**Q:** I have gaps for five sulfides, all from one kind of calculation, and I'd like a rule that orders them. My first thought was ionicity: the more electrons the sulfur takes, the wider the gap. Does that hold?

Kohn-Sham gaps of five sulfides from DFT with Ansatz 0.2.0: PBEsol, all-electron PAW, scalar-relativistic, no spin polarization, k meshes from 7×7×7 to 15×15×15, cells and atoms held fixed. Bader charges come from frozen-core PAW runs with the same functional and cells. Site, neighbour and charge columns refer to the first S site of each crystal.

```csv
compound,space group,site of S,cell,nearest neighbour,distance (Å),first-shell neighbours,volume (Å³/atom),gap (eV),smallest direct gap on the path (eV),Bader charge of S (e)
MoS2,160,3:3m,measured cell (COD),Mo,2.36,3,17.7,0.63,1.63,-0.60
CdS,216,4:-43m,Materials Project cell,Cd,2.55,4,25.5,0.95,0.95,-0.82
WS2,160,3:3m,measured cell (COD),W,2.39,3,17.7,0.97,1.89,-0.67
ZnS,216,4:-43m,measured cell (COD),Zn,2.34,4,19.8,1.96,1.96,-0.86
MgS,225,4:m-3m,measured cell (COD),Mg,2.60,6,17.6,2.70,3.60,-1.67
```

**A:** As a ranking it nearly does. The Bader charge tells how many more electrons lie in the region around each sulfur than a neutral atom has, and only CdS and WS2 break the order. The sizes of the steps tell another story. From CdS to ZnS the sulfur gains 0.04 electrons and the gap grows by 1.01 eV; from ZnS to MgS it gains 0.81 electrons and the gap grows by only 0.74 eV. The charge describes where the filled states sit, whereas a gap also depends on the energy of the first empty state.

**Q:** What is that first empty state?

**A:** There are two families here. In CdS, ZnS and MgS the metal has, in the formal count, given its outer s electrons to sulfur, so the valence top is made mainly of sulfur 3p states and an electron lifted across the gap goes to states with much metal s character. In MoS2 and WS2 the metal keeps two d electrons, and the gap lies between filled and empty bands that both derive largely from metal d states. I would explain each family separately before comparing them.

**Q:** Start with CdS and ZnS, then. They have the same structure and almost the same charge. Why does the gap double?

**A:** Look at Γ, the point where all unit cells of the crystal carry the same phase and where both compounds have their gap. The empty metal s level there is pushed upwards by the filled sulfur 3s level far below it, as in any bonding and antibonding pair. The stronger the coupling between the two, the further apart they end up. The valence top is a p state, which by symmetry takes no part in this.

The levels from the same calculations show the widening directly. The two s-like levels are 13.16 eV apart in CdS and 15.09 eV apart in ZnS. Half of that increase, 0.97 eV, appears as a rise of the empty level above the midpoint of the pair. The valence top hardly moves against this midpoint, so nearly the whole gain in the gap comes from the wider pair.

**Q:** And why is the pair wider in ZnS?

**A:** The likely reason is the shorter bond, 2.34 Å against 2.55 Å, which makes the s orbitals overlap more. A two-level model gives an idea of how much this can do:

W = √(P² + C²)

W is half the separation of the two levels in the crystal, P is half their separation in the free atoms, and C is the coupling. I take C as proportional to the number of neighbours divided by the square of the bond length, a rough rule for such couplings.

Two cases show what to expect. If P were zero, W would follow the coupling in full. If P were much larger than C, the levels would already be far apart and a shorter bond would add little.

Here is the first case in numbers, starting from the computed CdS value. Both metals have four neighbours, so only the bond length counts:

- W in CdS: 13.16 / 2 = 6.58 eV
- growth of the coupling: (2.55 / 2.34)² = 1.19
- W in ZnS: 6.58 × 1.19 = 7.8 eV, a rise of about 1.2 eV

With rough recalled values for the atomic levels, which put P near 5.5 eV, the rise shrinks to about 0.3 eV. The computed 0.97 eV lies between the two.

**Q:** That is a wide bracket. How far would you trust it?

**A:** For the direction, not for the size. The first case is only a limit, since the atomic levels do differ, and the version with atomic levels gives about a quarter of the computed rise. CdS set the starting point and ZnS was left free, but most values would fit into so wide a bracket. The metal changes along with the bond, and the table has no ZnS stretched to the bond length of CdS. That single calculation would separate the two effects. The printed output after this text gives both versions of the model.

**Q:** MgS has the longest bond of all five and still the largest gap. Doesn't that sink the argument?

**A:** It limits the argument to compounds of one structure. MgS has the rock-salt structure with six neighbours instead of four, and more neighbours can make up for longer bonds. The s-like levels are indeed further apart than in ZnS, which adds 0.59 eV to the gap at Γ. The model, however, predicts a gain of 1.1 to 1.7 eV, so counting neighbours in this way overshoots badly.

The larger part of the change, about 1.0 eV, comes from a valence top that sits lower against the midpoint of the s levels. One likely reason is that the outer s level of magnesium lies higher than that of zinc, which would lift the midpoint. Another may be that magnesium has no filled d shell below the valence band; in ZnS such a shell pushes the sulfur p states up. The change of structure acts as well, and these calculations don't tell the three apart.

**Q:** At Γ that should leave MgS far ahead of ZnS. Why is the final difference only 0.74 eV?

**A:** Because the lowest empty state of MgS isn't at Γ. Its direct gap is 3.60 eV, but the conduction band falls to a minimum at X, on the edge of the Brillouin zone, and the gap ends at 2.70 eV. At X the wave changes sign between some of the neighbours, so their pushes on the metal s level partly cancel: of six contributions, a net two remain. States of d character also mix in there and help to lower the band.

**Q:** Now the layered pair. Why are MoS2 and WS2 near the bottom of the list?

**A:** Four of the metal's six valence electrons go, in the formal count, to the two sulfur atoms. The remaining two fill a single band of largely d character. The next bands up come mostly from the same d shell, so the gap is a split within that shell. Both the sulfur atoms around each metal atom and the mixing between d states of neighbouring metal atoms are expected to contribute to it. The gap doesn't measure the distance from sulfur p to a metal s level, which is why the bond-length argument for ZnS can't be carried over.

Even so, the splitting itself isn't small. The direct gaps are 1.63 eV in MoS2 and 1.89 eV in WS2, well above that of CdS. Spin-orbit coupling, left out here, would make the value for WS2 somewhat smaller, since it splits the top of the valence band at K, a corner of the layer's Brillouin zone.

What brings both compounds down is that their band edges lie at different points of the zone, which costs about 1 eV. The valence top lies near Z, a point on the zone boundary along the stacking direction. States there point out of the layers, and the overlap between neighbouring layers raises them. The conduction minimum lies elsewhere, near K in MoS2 and between Γ and K in WS2.

**Q:** WS2 has the wider gap of the two. Is that tungsten at work?

**A:** It may be. The 5d states of tungsten lie higher and reach further out than the 4d states of molybdenum, which favours a larger splitting. But the MoS2 cell is far from relaxed at this level of theory: the forces on its sulfur atoms are about 1 eV/Å, and the stress along the stacking axis is about 9 GPa. The WS2 cell is closer to rest, with little stress, though its largest force is still more than half of that in MoS2. The difference of 0.34 eV therefore mixes the metal with the geometry, and both cells would have to be relaxed before it could be assigned. That calls for a method that includes the dispersion attraction between the layers, since their spacing affects the valence top.

**Q:** CdS and WS2 come out equal. Could I treat them as equivalent when I choose a material by its gap?

**A:** No. The two values differ by 0.02 eV only because two unlike gaps happen to meet at this level of theory. Measured gaps, as rough recalled values, are about 2.4 eV for CdS and 1.3 eV for WS2. PBEsol makes gaps too small in general, and in CdS it also places the filled cadmium d states too high, where they push the valence top up further. For a choice of material, use measured gaps or a better method.

**Q:** If another sulfide lands on my desk, where should I begin?

**A:** Ask which states lie on the two sides of the gap. If they are sulfur p and metal s, compare it with a sulfide of the same structure, and look first at the bond length and the height of the metal's s level. If the metal has a partly filled d shell, unlike zinc and cadmium, whose d shells are full, ask how the electrons fill its split levels. In both cases, check whether the band edges share the same point of the zone: in three of these five compounds they don't, and the gap is about 1 eV smaller for it.

Printed output of the fit:

```
Gaps and charge:
   row  gap eV  direct gap eV  direct less gap eV  electrons gained by S
  MoS2    0.63           1.63                   1                    0.6
   CdS    0.95           0.95                   0                   0.82
   WS2    0.97           1.89                0.92                   0.67
   ZnS    1.96           1.96                   0                   0.86
   MgS     2.7            3.6                 0.9                   1.67
rank correlation of gap with electrons gained by S: 0.9
gap step CdS to ZnS (eV): 1.01
charge step CdS to ZnS (electrons gained): 0.04
gap step ZnS to MgS (eV): 0.74
charge step ZnS to MgS (electrons gained): 0.81
gap of WS2 less gap of CdS (eV): 0.02
gap of WS2 less gap of MoS2 (eV): 0.34
separation of the two s-like levels at Gamma in CdS (eV): 13.16
separation of the two s-like levels at Gamma in ZnS (eV): 15.09
separation of the two s-like levels at Gamma in MgS (eV): 16.27
CdS to ZnS, gain from half the s separation (eV): 0.9658
CdS to ZnS, gain from a lower valence top against the s midpoint (eV): 0.04954
ZnS to MgS, step of the direct gap (eV): 1.64
ZnS to MgS, gain from half the s separation (eV): 0.5903
ZnS to MgS, gain from a lower valence top against the s midpoint (eV): 1.041
upper d level below the valence top in CdS (eV): 7.178
upper d level below the valence top in ZnS (eV): 5.866
separation of the two d levels at Gamma in CdS (eV): 0.4515
separation of the two d levels at Gamma in ZnS (eV): 0.4953
model without polar part, half s separation, CdS to ZnS (eV): 1.234
model with polar part, half s separation, CdS to ZnS (eV): 0.26
model without polar part, half s separation, ZnS to MgS (eV): 1.68
model with polar part, half s separation, ZnS to MgS (eV): 1.112
```
